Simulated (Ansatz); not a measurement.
(10−10) slab of wurtzite MgTe, 29.0 Å thick as cut, bare faces

Method: DFT, PBEsol, PAW, plane waves (Ansatz).

Command:

```sh
ansatz run in.yaml --threads 8 --pin off --max-ram 118750MiB --runs-dir r --events-out ev --progress --plain --backend cuda --devices 0,
```

The input less its lattice and atoms:

```yaml
kpoints:
  mp_grid: { grid: [4, 6, 1] }
hamiltonian:
  xc: pbesol
scf:
  occupations: { method: fermi_dirac, width: 0.01 }
relax:
  f_tol: 0.03
  max_steps: 80
  escape_saddle: false
  adjacent_minimum: "off"
output:
  forces: true
  eigenvalues: true
  populations: true
```

Start:

```xyz
32
Lattice="0.0000 0.0000 7.4135 4.5612 0.0000 0.0000 0.0000 41.9677 0.0000" Properties=species:S:1:pos:R:3 pbc="T T T"
Mg    2.2985    6.5175    3.6882
Mg    0.0335   10.4501    3.6994
Mg    2.2777   14.3985    3.7026
Mg    4.5216   18.3459    3.6917
Mg    2.2944   22.2609    3.6854
Mg    0.0018   26.2316    3.6787
Mg    2.2637   30.2263    3.7474
Mg    0.0166   34.1663    3.6589
Mg    0.0421    7.7952    0.0131
Mg    2.2867   11.7603    7.3919
Mg    4.5422   15.7198    0.0132
Mg    2.2739   19.6814    7.3985
Mg    4.5265   23.6469    7.4043
Mg    2.2852   27.5953    7.3905
Mg    4.5436   31.5092    7.3721
Mg    2.3168   35.5099    0.0124
Te    4.5355    7.8054    2.7817
Te    2.2754   11.7750    2.7425
Te    4.5565   15.7305    2.8056
Te    2.2880   19.6651    2.7883
Te    4.5265   23.5925    2.8094
Te    2.2609   27.5432    2.8038
Te    0.0191   31.4870    2.8106
Te    2.2824   35.4723    2.8029
Te    2.2860    6.4881    6.4951
Te    4.5562   10.4769    6.4962
Te    2.2832   14.3927    6.4967
Te    0.0112   18.3286    6.4753
Te    2.2775   22.3134    6.5125
Te    0.0017   26.2245    6.4840
Te    2.2460   30.2008    6.4977
Te    4.5462   34.1430    6.4864
```

Steps:

| step | energy less the first (eV) | largest force component (eV/Å) |
| --- | --- | --- |
| start | 0.000 | 0.900 |
| 1 | -0.534 | 0.499 |
| 2 | -0.770 | 0.295 |
| 3 | -0.883 | 0.177 |
| 4 | -0.928 | 0.069 |
| 5 | -0.934 | 0.021 |
| 6 | -0.935 | 0.010 |

A structure on the way, about -0.77 eV from the start:

```xyz
32
Lattice="0.0000 0.0000 7.4135 4.5612 0.0000 0.0000 0.0000 41.9677 0.0000" Properties=species:S:1:pos:R:3 pbc="T T T"
Mg    2.2791    6.8156    3.9046
Mg    0.0107   10.4369    3.7096
Mg    2.2771   14.3846    3.7029
Mg    4.5485   18.3447    3.6989
Mg    2.2702   22.2841    3.7051
Mg    4.5529   26.2382    3.6931
Mg    2.2793   30.2007    3.6980
Mg    0.0067   34.2161    3.5380
Mg    0.0185    7.7447    7.2537
Mg    2.2821   11.7632    7.3823
Mg    4.5540   15.7161    0.0009
Mg    2.2805   19.6699    7.3986
Mg    4.5449   23.6266    7.4121
Mg    2.2806   27.5814    7.4098
Mg    4.5418   31.5403    0.0103
Mg    2.2884   35.1674    0.1955
Te    0.0026    7.7717    2.6837
Te    2.2919   11.7428    2.7717
Te    4.5570   15.7066    2.7932
Te    2.2672   19.6565    2.7809
Te    4.5518   23.6007    2.7902
Te    2.2740   27.5561    2.7907
Te    4.5582   31.5064    2.7924
Te    2.2879   35.6161    2.8343
Te    2.2995    6.3542    6.5375
Te    0.0032   10.4537    6.4915
Te    2.2734   14.4073    6.4957
Te    4.5591   18.3500    6.4909
Te    2.2646   22.3087    6.4960
Te    4.5602   26.2582    6.4901
Te    2.2630   30.2298    6.4932
Te    0.0098   34.2046    6.3919
```

End:

```
Mg Te
1.0
     0.00000    0.00000    7.41353
     4.56122    0.00000    0.00000
     0.00000   41.96766    0.00000
Mg Te
16 16
Cartesian
  2.2811 7.2164 4.1902
  0.0001 10.5106 3.6598
  2.2799 14.4260 3.6524
  4.5593 18.3652 3.6540
  2.2779 22.3153 3.6530
  4.5578 26.2713 3.6475
  2.2772 30.2433 3.6301
  4.5580 34.2871 3.6245
  0.0001 7.6789 7.3295
  2.2803 11.7230 7.3357
  4.5598 15.6942 7.3530
  2.2781 19.6512 7.3605
  4.5581 23.6002 7.3602
  2.2773 27.5401 7.3607
  4.5584 31.4548 7.3676
  2.2776 34.7492 0.4856
  0.0002 7.8546 2.7774
  2.2806 11.7979 2.7245
  4.5605 15.7347 2.7335
  2.2787 19.6809 2.7404
  4.5583 23.6339 2.7391
  2.2771 27.5949 2.7383
  4.5579 31.5863 2.7495
  2.2773 35.7084 2.9703
  2.2806 6.2576 6.6752
  4.5609 10.3798 6.4552
  2.2793 14.3709 6.4434
  4.5589 18.3326 6.4466
  2.2776 22.2846 6.4460
  4.5579 26.2315 6.4420
  2.2777 30.1679 6.4322
  4.5580 34.1110 6.4861
```

The run converged.

Time: 36 s of wall time on one NVIDIA GB300 with 8 processor threads, on a host shared with other runs; peak host memory 2.9 GiB.

Q: How much energy did the relaxation gain, and which atom moved most?

A: 0.93 eV in 6 steps, from a start with small random displacements; atom 16 (Mg) moved 0.90 Å, the median atom 0.07 Å (drift of the whole cell removed).
